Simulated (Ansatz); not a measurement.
Runs of Ansatz 0.2.0 on NaH. The structure is cubic, space group Fm-3m (No. 225). Conventional cell: a = 4.880 Å, b = 4.880 Å, c = 4.880 Å, α = 90.00°, β = 90.00°, γ = 90.00°. Na (site symmetry m-3m) is surrounded by 6 H at 2.44 Å. Around H (site symmetry m-3m) lie 6 Na at 2.44 Å. 

```csv
share of exact exchange,gap on the mesh (eV),pressure (GPa)
0.1,4.97,-0.8
0.05,(c),-0.7
0.15,5.19,-0.9
0.3,5.85,(a)
0.25,5.63,-1.0
0.2,(b),-0.9
```

Alike in all rows: task single point; level HSE06 form with a typed share of exact exchange; potentials or basis Ansatz PAW; no spin polarisation; cell as given; k mesh 5 × 5 × 5; cutoff (eV) 420; smearing fermi-dirac 0.05 eV; the mesh is coarse, so values aren't converged.

Problem. Estimate the missing entries.

Solution. (a) -1.1; (b) 5.40; (c) 4.75.

Caveats: all runs use coarse meshes; odd divisions of the mesh miss points on the zone boundary, where band edges often lie, so the gap on the mesh can be too wide; the PAW data sets come from PBE, with cores solved anew for the run's functional, which leaves a small shift of forces and pressure; the thresholds are loose for stress.

A k mesh can miss the band edges.
